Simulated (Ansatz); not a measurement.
# Cu2O (Cuprite): the cost of one run

Program: Ansatz 0.2.0. Level of theory: DFT LDA, scalar-relativistic, plane waves, PAW. These are calculated values, not measurements.

The COD entry's cell or inner coordinates are ideal or old and differ from later refinements, so a difference from it is no clean test against experiment.

**1. The starting structure**

Symmetry: Pn-3m, No. 224, cubic system. Conventional cell: a = 4.260 Å, b = 4.260 Å, c = 4.260 Å, α = 90.00°, β = 90.00°, γ = 90.00°. Cu (site symmetry -3m) has 2 O at 1.84 Å as nearest neighbours. O (site symmetry -43m) is surrounded by 4 Cu at 1.84 Å.

Structure file:

```
CELL_PARAMETERS angstrom
4.26000 0.00000 0.00000
0.00000 4.26000 0.00000
0.00000 0.00000 4.26000
ATOMIC_POSITIONS crystal
Cu 0.25000 0.25000 0.25000
Cu 0.25000 0.75000 0.75000
Cu 0.75000 0.75000 0.25000
Cu 0.75000 0.25000 0.75000
O 0.00000 0.00000 0.00000
O 0.50000 0.50000 0.50000
```

The structure comes from the Crystallography Open Database.

(A quick probe on a coarse mesh, which set the mesh and smearing, is not shown.)

**3. A loose first relaxation**

input.yaml

```yaml
crystal:
  lattice:
    - [4.26, 0.0, 0.0]
    - [0.0, 4.26, 0.0]
    - [0.0, 0.0, 4.26]
  atoms:
    - { symbol: Cu, position: [0.25, 0.25, 0.25] }
    - { symbol: Cu, position: [0.25, 0.75, 0.75] }
    - { symbol: Cu, position: [0.75, 0.75, 0.25] }
    - { symbol: Cu, position: [0.75, 0.25, 0.75] }
    - { symbol: O, position: [0.0, 0.0, 0.0] }
    - { symbol: O, position: [0.5, 0.5, 0.5] }
basis:
  ecutwfc: 420
kpoints:
  mp_grid: { grid: [6, 6, 6] }
hamiltonian:
  xc: lda
scf:
  occupations: { method: gaussian, width: 0.1 }
output:
  forces: true
  stress: true
  eigenvalues: true
relax:
  adjacent_minimum: "off"
  f_tol: 0.05
  max_steps: 80
  cell: { stress_tol: 0.5 }
```

Launch:

```bash
$ ansatz run input.yaml --threads 4 --pin off --max-ram 10240MiB --backend cpu --events-out ev --progress --plain --runs-dir out
```

**Question.** How long does this run take on 4 threads of Arm Neoverse V1, shared host, and how much memory does it need?

About 7.9 s, with a peak of 0.42 GiB.
